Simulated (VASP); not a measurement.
**TiAl: relaxation of cell and atoms with PBE**

The system is TiAl.

```
Ti Al
1.0
     3.17906    0.00000    0.00000
     0.00000    3.17906    0.00000
     0.00000    0.00000    3.17906
Ti Al
1 1
Cartesian
  0.0000 0.0000 0.0000
  1.5895 1.5895 1.5895
```

The cell comes from a database or a generator and needn't be the stable form of this composition.

* Program: VASP 6.6.1
* Task: relaxation of cell and atoms
* Functional: PBE
* Potentials or basis: VASP PAW PBE potentials, release 64 (Ti_sv, Al)
* Cutoff: 600 eV
* k mesh: 14 × 14 × 14
* Occupations: gaussian, width 0.1 eV
* Spin: no spin polarisation
* Further INCAR settings: ALGO = Normal; EDIFF = 1e-07; IBRION = 2; EDIFFG = -0.005; NSW = 90; ISIF = 3

The relaxed volume is 16.17 Å³/atom and the relaxed cell is a = 3.186 Å, b = 3.186 Å, c = 3.186 Å, α = 90.00°, β = 90.00°, γ = 90.00°. The space group after relaxing (to 0.05 Å) is Pm-3m (No. 221). The energy gained by relaxing is 0.2 meV/atom. The ionic steps are 3. The pressure after relaxing is 0.0 GPa and the band gap on the k mesh is none (metal or under the smearing width).

The path:
| step | energy change (eV) | largest force (eV/Å) | pressure (GPa) | volume (Å³) |
| --- | --- | --- | --- | --- |
| 1 | 0.0000 | 0.0000 | 0.74 | 32.13 |
| 2 | -0.0003 | 0.0000 | -0.47 | 32.48 |
| 3 | -0.0005 | 0.0000 | 0.01 | 32.34 |

Final structure:
```yaml
crystal:
  lattice:
    - [3.18587, 0.00000, 0.00000]
    - [0.00000, 3.18587, 0.00000]
    - [0.00000, 0.00000, 3.18587]
  atoms:
    - { symbol: Ti, position: [0.00000, 0.00000, 0.00000] }
    - { symbol: Al, position: [0.50000, 0.50000, 0.50000] }
```

Levels at points of the mesh, in eV from the Fermi level:
```csv
k point,band 5,band 6,band 7,band 8,band 9,band 10
"(0.00, 0.00, 0.00)",-9.26,-1.43,-1.43,1.78,1.78,1.78
"(0.50, 0.00, 0.00)",-6.04,-5.18,-0.55,0.14,0.14,1.98
"(0.50, 0.50, 0.00)",-5.01,-2.12,-2.12,-1.47,0.70,0.70
"(0.50, 0.50, 0.50)",-3.08,-3.08,-3.08,0.58,2.75,2.75
```

Wall time 47 s on 1 thread of Intel(R) Xeon(R) 6975P-C (Granite Rapids), on a shared host, peak memory 0.2 GiB.
